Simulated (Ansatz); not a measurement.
Relaxed (111) slab cut from Pd (space group Fm-3m (No. 225)); the slab's formula is Pd, its outer planes Pd (top) and Pd (bottom):

```
CELL_PARAMETERS angstrom
2.78759 0.00000 0.00000
-1.39380 2.41413 0.00000
0.00000 0.00000 24.10424
ATOMIC_POSITIONS crystal
Pd 0.66667 0.33333 0.31147
Pd 0.33333 0.66667 0.40606
Pd 0.00000 0.00000 0.50000
Pd 0.66667 0.33333 0.59394
Pd 0.33333 0.66667 0.68853
```

All numbers below come from DFT PBE, scalar-relativistic, plane waves, PAW (Ansatz). Cutoff 420 eV; k points 15×15×1 on the computed 5-atom cell (Γ-centred); Gaussian smearing, width 0.10 eV; no spin polarisation. The cell repeats along c with a dipole correction in the vacuum.

The potential is the smooth part; its values at the atoms depend on the PAW datasets.

Task: How does the plane-averaged electrostatic potential energy of an electron run along c, counted from the Fermi level?

Result: (z (Å), V (eV)): (2.68, 5.22), (2.98, 5.22), (3.27, 5.22), (3.57, 5.22), (3.87, 5.22), (4.17, 5.22), (4.46, 5.21), (4.76, 5.19), (5.06, 5.15), (5.36, 5.07), (5.65, 4.88), (5.95, 4.46), (6.25, 3.49), (6.55, 1.13), (6.84, -5.06), (7.14, -12.70), (7.44, -17.67), (7.74, -15.58), (8.03, -8.60), (8.33, -1.42), (8.63, 1.27), (8.93, -0.97), (9.23, -7.95), (9.52, -15.08), (9.82, -17.92), (10.12, -13.70), (10.42, -6.28), (10.71, -0.15), (11.01, 0.77), (11.31, -3.48), (11.61, -10.98), (11.90, -17.00), (12.20, -17.00), (12.50, -10.98), (12.80, -3.48), (13.09, 0.77), (13.39, -0.15), (13.69, -6.28), (13.99, -13.70), (14.28, -17.92), (14.58, -15.08), (14.88, -7.95), (15.18, -0.97), (15.47, 1.27), (15.77, -1.42), (16.07, -8.60), (16.37, -15.58), (16.66, -17.67), (16.96, -12.70), (17.26, -5.06), (17.56, 1.13), (17.85, 3.49), (18.15, 4.46), (18.45, 4.88), (18.75, 5.07), (19.05, 5.15), (19.34, 5.19), (19.64, 5.21), (19.94, 5.22), (20.24, 5.22), (20.53, 5.22), (20.83, 5.22), (21.13, 5.22), (21.43, 5.22)

The vacuum level lies 5.22 eV above the Fermi level.

Cost: 1 run of about 0.87 core-minutes, on Intel Xeon 6975P-C (Granite Rapids) (shared hosts).